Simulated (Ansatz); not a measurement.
**GaP: two-dimensional strain map**

All numbers below come from DFT r2SCAN, scalar-relativistic, plane waves, PAW in Ansatz 0.2.0. Settings: plane waves to 500 eV, k-mesh 8×8×8 (Γ-centred), Gaussian smearing 0.05 eV. No spin polarisation. Energies are free energies at this smearing, counted from the undisturbed cell; pressure is positive in compression.

The undisturbed cell (relaxed at this level):

```
Ga P
1.0
     0.00000    2.72525    2.72525
     2.72525    0.00000    2.72525
     2.72525    2.72525    0.00000
Ga P
1 1
Direct
  0.00000 0.00000 0.00000
  0.75000 0.75000 0.75000
```

The cell is strained by p along both x and y and by q along z, fractional coordinates fixed. Points are written (p, q).

Energy above the undisturbed cell in meV/atom (a dash: not computed):

```
 p \ q  -0.050  -0.025  0.000  0.025  0.050
-0.050   149.3   103.3      ?   56.7   54.4
-0.025    65.1    34.5   17.3   12.9   20.6
 0.000    23.6     5.9    0.0    5.4      ?
 0.025    18.1       ?   14.9   28.3   51.1
 0.050       ?    45.2   56.6   76.6  104.9
```

Fill in the withheld energies.

(-0.050, 0.000): 72.8; (0.000, 0.050): 21.4; (0.025, -0.025): 11.3; (0.050, -0.050): 43.0.

Cost: 25 runs of about 3.2 core-minutes in all, on Arm Neoverse V1 (shared hosts).